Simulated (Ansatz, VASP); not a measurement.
# S in VASP and in Ansatz

File INCAR:

```
  ALGO = Normal
  EDIFF = 1E-6
  ENCUT = 520
  GGA = PE
  ISIF = 2
  ISMEAR = -1
  LASPH = True
  LCHARG = False
  LREAL = False
  LWAVE = False
  NBANDS = 9
  NELM = 100
  PREC = Accurate
  SIGMA = 0.1
```

File KPOINTS:

```
k-points
0
Gamma
  14 14 14
```

File POSCAR:

```
S
1.0
    2.4928049820      0.0000000000      0.0000000000
    0.0000000000      2.4928049820      0.0000000000
    0.0000000000      0.0000000000      2.4928049820
S
1
Direct
    0.0000000000      0.0000000000      0.0000000000
```

Input for Ansatz:

```yaml
crystal:
  lattice:
    - [2.492804982, 0.0, 0.0]
    - [0.0, 2.492804982, 0.0]
    - [0.0, 0.0, 2.492804982]
  atoms:
    - { symbol: S, position: [0.0, 0.0, 0.0] }
kpoints:
  mp_grid: { grid: [14, 14, 14] }
  band_path:
    path:
      - [0.0, 0.0, 0.0]
      - [0.0, 0.5, 0.0]
      - [0.5, 0.5, 0.0]
      - [0.0, 0.0, 0.0]
      - [0.5, 0.5, 0.5]
      - [0.0, 0.5, 0.0]
      - [0.5, 0.5, 0.5]
      - [0.5, 0.5, 0.0]
    npoints: 8
scf:
  occupations: { method: fermi_dirac, width: 0.1 }
hamiltonian:
  xc: pbe
  pseudopotentials: { kind: all_electron, lapw: { basis_error: 0.001 } }
output:
  forces: true
  stress: true
  eigenvalues: true
  populations: true
  dos: { projected: true, de: 0.2, e_range: [-14, 8] }
```

Change from the starting cell: volume scaled by 0.9, LAPW.

Alike in both runs: task single point; functional PBE; k mesh 14 × 14 × 14; occupations fermi-dirac, width 0.1 eV; no spin polarisation.

|  | VASP | Ansatz |
| --- | --- | --- |
| version | VASP 6.6.1 | Ansatz 0.2.0 |
| potentials or method | VASP PAW PBE potentials, release 64 (S) | all-electron LAPW, scalar-relativistic |
| plane-wave cutoff (eV) | 520 | see its input |

```tsv
	VASP	Ansatz	Ansatz less VASP
pressure (GPa)	10.8	11.0	+0.24
```

Ansatz ran all-electron here, so the differences hold the error of VASP's frozen core and of both bases.
